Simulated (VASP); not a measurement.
A run of VASP 6.6.1 is set up as follows.

File INCAR:

```
SYSTEM = ZrB2
  ALGO = Normal
  EDIFF = 1E-6
  EDIFFG = -0.01
  ENCUT = 600
  GGA = PS
  IBRION = 2
  ISIF = 3
  ISMEAR = 1
  LASPH = .TRUE.
  LCHARG = .FALSE.
  LREAL = .FALSE.
  LWAVE = .FALSE.
  NELM = 80
  NSW = 90
  PREC = Accurate
  SIGMA = 0.1
```

KPOINTS

```
k-points
0
G
  15 15 10
  0 0 0
```

File POSCAR:

```
ZrB2
1.0
    3.1700000000      0.0000000000      0.0000000000
   -1.5850000000      2.7453005300      0.0000000000
    0.0000000000      0.0000000000      3.5330000000
Zr B
1 2
Direct
    0.0000000000      0.0000000000      0.0000000000
    0.3333333333      0.6666666667      0.5000000000
    0.6666666667      0.3333333333      0.5000000000
```

Potentials or basis: VASP PAW PBE potentials, release 64 (Zr_sv, B).

Command:

```console
$ cat potpaw_PBE.64/Zr_sv/POTCAR potpaw_PBE.64/B/POTCAR > POTCAR
$ mpirun -np 1 vasp_std > vasp.out
```

Problem. Estimate the relaxed cell.

Solution. a = 3.157 Å, b = 3.157 Å, c = 3.506 Å, α = 90.00°, β = 90.00°, γ = 120.00°.

Problem. What does it give for the space group after relaxing (to 0.05 Å)?

Solution. P6/mmm (No. 191).

Problem. Predict the relaxed volume.

Solution. 10.09 Å³/atom.

Final structure:
```
Zr B
1.0
     3.15697    0.00000    0.00000
    -1.57849    2.73402    0.00000
     0.00000    0.00000    3.50630
Zr B
1 2
Direct
  0.00000 0.00000 0.00000
  0.33333 0.66667 0.50000
  0.66667 0.33333 0.50000
```

Caveat: the PAW data sets were made with another functional, which shifts forces and pressure a little.
